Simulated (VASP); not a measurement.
# ZnSe (Stilleite) (F-43m) in VASP: further runs, part 2 of 2

VASP 6.6.1. Earlier steps stand in the parts before.

## 5. Relaxation of cell and atoms, PBEsol

The input, INCAR:

```
SYSTEM = ZnSe
PREC = Accurate
ENCUT = 600
EDIFF = 1E-6
ISMEAR = -1
SIGMA = 0.05
LREAL = .FALSE.
LASPH = .TRUE.
NELM = 100
ALGO = Normal
ISIF = 3
LWAVE = .FALSE.
LCHARG = .FALSE.
GGA = PS
IBRION = 2
NSW = 40
EDIFFG = -0.005
```

The input, KPOINTS:

```
regular mesh
0
G
  8 8 8
  0 0 0
```

The input, POSCAR:

```
ZnSe
1.0
    0.0000000000      2.8338000000      2.8338000000
    2.8338000000      0.0000000000      2.8338000000
    2.8338000000      2.8338000000      0.0000000000
Se Zn
1 1
Direct
    0.7500000000      0.7500000000      0.7500000000
    0.0000000000      0.0000000000      0.0000000000
```

Potentials or basis: VASP PAW PBE potentials, release 64 (Se, Zn).

On the command line:

```console
$ cat potpaw_PBE.64/Se/POTCAR potpaw_PBE.64/Zn/POTCAR > POTCAR
$ mpirun -np 1 vasp_std > vasp.out
```

Run time: 31 s. Hardware: 1 thread of Intel Xeon Platinum 8259CL at 2.50GHz (Skylake/Cascade Lake), shared host; peak memory 0.19 GiB.

Results (log left out):

| Property | Result |
| --- | --- |
| Free energy | -6.7732 eV |
| Relaxed volume | 22.44 Å³/atom |
| Relaxed cell | a = 3.989 Å, b = 3.989 Å, c = 3.989 Å, α = 60.00°, β = 60.00°, γ = 60.00° |
| Space group after relaxing (to 0.05 Å) | F-43m (No. 216) |
| Energy gained by relaxing | 0.9 meV/atom |
| Ionic steps | 3 |
| Pressure after relaxing | 0.0 GPa |
| Band gap on the k mesh | 1.23 eV, direct |

The path:
| step | energy change (eV) | largest force (eV/Å) | pressure (GPa) | volume (Å³) |
| --- | --- | --- | --- | --- |
| 1 | 0.0000 | 0.0000 | -0.91 | 45.51 |
| 2 | -0.0017 | 0.0000 | 0.45 | 44.67 |
| 3 | -0.0019 | 0.0000 | 0.01 | 44.88 |

Final structure:
```xyz
2
Lattice="0.0000 2.8207 2.8207 2.8207 0.0000 2.8207 2.8207 2.8207 0.0000" Properties=species:S:1:pos:R:3 pbc="T T T"
Se    4.2310    4.2310    4.2310
Zn    0.0000    0.0000    0.0000
```

Levels at points of the mesh, in eV from the valence-band top:
```
           k point  band 7  band 8  band 9  band 10  band 11  band 12
(0.00, 0.00, 0.00)    0.00    0.00    0.00     1.23     5.73     5.73
(0.50, 0.00, 0.00)   -5.37   -0.90   -0.90     2.47     6.30     6.30
(0.50, 0.50, 0.00)   -4.85   -2.26   -2.26     2.81     3.37    10.71
```

Caveat: the PAW data sets were made with another functional, which shifts forces and pressure a little. As with any semilocal functional, this PBEsol gap is likely too small.

## 6. Relaxation of cell and atoms, PBEsol0

POSCAR is that of step 5.

The input, INCAR.step1:

```
PREC     = Accurate       # precision mode
ENCUT    = 600            # plane-wave cutoff, eV
EDIFF    = 1E-5           # SCF threshold, eV
ISMEAR   = -1             # smearing method
SIGMA    = 0.05           # smearing width, eV
LREAL    = False          # projectors in reciprocal space
LASPH    = True           # aspherical terms in the spheres
NELM     = 100            # most SCF steps
ALGO     = Normal         # electronic algorithm
LWAVE    = True           # write WAVECAR
LCHARG   = False          # write CHGCAR
GGA      = PE             # functional
```

The input, INCAR.step2:

```
PREC     = Accurate       # precision mode
ENCUT    = 600            # plane-wave cutoff, eV
EDIFF    = 1E-6           # SCF threshold, eV
ISMEAR   = -1             # smearing method
SIGMA    = 0.05           # smearing width, eV
LREAL    = False          # projectors in reciprocal space
LASPH    = True           # aspherical terms in the spheres
NELM     = 100            # most SCF steps
ALGO     = Normal         # electronic algorithm
ISIF     = 3              # what is computed and relaxed
LWAVE    = False          # write WAVECAR
LCHARG   = False          # write CHGCAR
GGA      = PS             # functional
LHFCALC  = True           # exact exchange
AEXX     = 0.25           # exact-exchange fraction
PRECFOCK = Fast         
HFRCUT   = -1           
IBRION   = 2              # ionic algorithm
NSW      = 60             # ionic steps
EDIFFG   = -0.01          # ionic threshold
ISTART   = 1
```

The input, KPOINTS:

```
Automatic mesh
0
Gamma
  4 4 4
```

Potentials or basis: VASP PAW PBE potentials, release 64 (Se, Zn).

On the command line:

```console
$ cat potpaw_PBE.64/Se/POTCAR potpaw_PBE.64/Zn/POTCAR > POTCAR
$ cp INCAR.step1 INCAR
$ mpirun -np 1 vasp_std > vasp.out
$ cp INCAR.step2 INCAR
$ mpirun -np 1 vasp_std > vasp.out
```

It took 4.5 min on 1 thread of Intel Xeon 6975P-C (Granite Rapids), shared host; peak memory 0.2 GiB.

It converged, with:

| Property | Result |
| --- | --- |
| Free energy | -8.4425 eV |
| Relaxed volume | 22.39 Å³/atom |
| Relaxed cell | a = 3.986 Å, b = 3.986 Å, c = 3.986 Å, α = 60.00°, β = 60.00°, γ = 60.00° |
| Space group after relaxing (to 0.05 Å) | F-43m (No. 216) |
| Energy gained by relaxing | 1.3 meV/atom |
| Ionic steps | 3 |
| Pressure after relaxing | 0.0 GPa |
| Band gap on the k mesh | 3.07 eV, direct |

Step by step:
```
step  energy change (eV)  largest force (eV/Å)  pressure (GPa)  volume (Å³)
   1              0.0000                0.0000           -1.13        45.51
   2             -0.0021                0.0000            0.52        44.47
   3             -0.0026                0.0000           -0.04        44.78
```

Final structure:
```xyz
2
Lattice="0.0000 2.8185 2.8185 2.8185 0.0000 2.8185 2.8185 2.8185 0.0000" Properties=species:S:1:pos:R:3 pbc="T T T"
Se    4.2278    4.2278    4.2278
Zn    0.0000    0.0000    0.0000
```

Levels at points of the mesh, in eV from the valence-band top:
```
           k point  band 7  band 8  band 9  band 10  band 11  band 12
(0.00, 0.00, 0.00)    0.00    0.00    0.00     3.07     7.61     7.61
(0.50, 0.00, 0.00)   -5.77   -0.96   -0.96     4.30     8.16     8.16
(0.50, 0.50, 0.00)   -5.32   -2.42   -2.42     4.40     5.13    12.95
```

Caveat: the k mesh is coarse (spacing up to 0.48 Å⁻¹), so the values aren't converged, least of all with exact exchange; the PAW data sets were made with another functional, which shifts forces and pressure a little.

## 7. For comparison

An earlier run on the cell as given: functional PBE; potentials or basis VASP PAW PBE potentials, release 64 (Se, Zn); cutoff 520 eV; k mesh 8 × 8 × 8; occupations fermi-dirac, width 0.05 eV; no spin polarisation.

- Pressure: 2.3 GPa
- Band gap on the k mesh: 1.29 eV, direct

## 8. The runs side by side

| task | level | potentials or basis | cell | k mesh | cutoff (eV) | smearing | grid for exact exchange (PRECFOCK) | exchange at q = 0 | mesh quality | gap on the mesh (eV) | pressure (GPa) | relaxed volume (Å³/atom) |
| --- | --- | --- | --- | --- | --- | --- | --- | --- | --- | --- | --- | --- |
| single point | PBE | VASP PAW PBE potentials, release 64 (Se, Zn) | as given | 8 × 8 × 8 | 520 | gaussian 0.011 eV | - | - | not flagged | 1.29 | 2.4 | - |
| relaxation of cell and atoms | PBE | VASP PAW PBE potentials, release 64 (Se, Zn) | relaxed | 8 × 8 × 8 | 600 | fermi-dirac 0.05 eV | - | - | not flagged | 1.14 | 0.0 | 23.65 |
| relaxation of cell and atoms | LDA | VASP PAW LDA potentials, release 64 (Se, Zn) | relaxed | 8 × 8 × 8 | 600 | fermi-dirac 0.05 eV | - | - | not flagged | 1.28 | 0.0 | 21.64 |
| relaxation of cell and atoms | PBEsol | VASP PAW PBE potentials, release 64 (Se, Zn) | relaxed | 8 × 8 × 8 | 600 | fermi-dirac 0.05 eV | - | - | not flagged | 1.23 | 0.0 | 22.44 |
| relaxation of cell and atoms | PBEsol0 | VASP PAW PBE potentials, release 64 (Se, Zn) | relaxed | 4 × 4 × 4 | 600 | fermi-dirac 0.05 eV | Fast | truncated | coarse | 3.07 | 0.0 | 22.39 |
| single point | PBE | VASP PAW PBE potentials, release 64 (Se, Zn) | as given | 8 × 8 × 8 | 520 | fermi-dirac 0.05 eV | - | - | not flagged | 1.29 | 2.3 | - |

Alike in all rows: no spin polarisation.

Caveats: some runs use coarse meshes; the PAW data sets were made with another functional, which shifts forces and pressure a little (some runs).

Absolute energies hang on the potentials; compare differences alone.

## 9. How close it comes

Step 2. Against the measured gap of ZnSe, 2.695 eV (an exciton energy, a little under the gap; 300 K; “Alloy Disordering Effects on the Thermal Conductivity and Energy Gap Temperature Dependence of Cd1−xZnxSe Ternary Crystals Grown by the Bridgman Method”, 2023, pmc:10253836), the calculated 1.29 eV is off by -1.40 eV. So large a miss can be the level of theory's own, or it may mean another phase, state or a wrong row. Spin-orbit coupling on Se is left out. The value is that of PBE, without temperature or zero-point motion. Semilocal functionals fall short of measured gaps as a rule.
